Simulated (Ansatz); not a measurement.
## How far is this LiH from the hull?

Computed with DFT PBE, scalar-relativistic, plane waves, PAW (Ansatz 0.2.0). Settings: cutoff 420 eV, Γ-centred meshes spaced at most about 0.3 Å⁻¹ (2π included), Gaussian smearing. No spin polarisation.

Energies over the elements count from the elements' standard structures at the same level (H₂ as a molecule), with no fitted energy shifts.

All energies are static (0 K, no zero-point motion). With hydrogen, zero-point motion can shift formation energies by some tens of meV/atom.

The competitors are the elements and 1 reference phase of this chemical system (from databases or known types: LiH), relaxed at the same level; other known phases may be missing.

The candidate was reached from: random sheet. Only a and b repeat, and vacuum parts the sheet from its images along c.

```
CELL_PARAMETERS angstrom
3.07824 0.00000 0.00000
-1.53912 2.66584 0.00000
0.00000 0.00000 25.32719
ATOMIC_POSITIONS crystal
Li 0.33333 0.66667 0.29612
H 0.00000 0.00000 0.29613
```

**Question.** Is it stable, and against what?

**Answer.** Not the lowest form: another structure of the same formula lies lower. Its formation energy is -0.249 eV/atom. The lowest competing phase at this composition is this:

| phase | space group | source | share of atoms | ΔE_f (eV/atom) |
| --- | --- | --- | --- | --- |
| LiH | Fm-3m (No. 225) | textbook type | 1.0000 | -0.417 |

The candidate lies 168 meV/atom above this phase. The rivals are bulk phases, so the margin includes the cost of making a free sheet. Checks: no imaginary mode on a 3×3×1 q mesh.
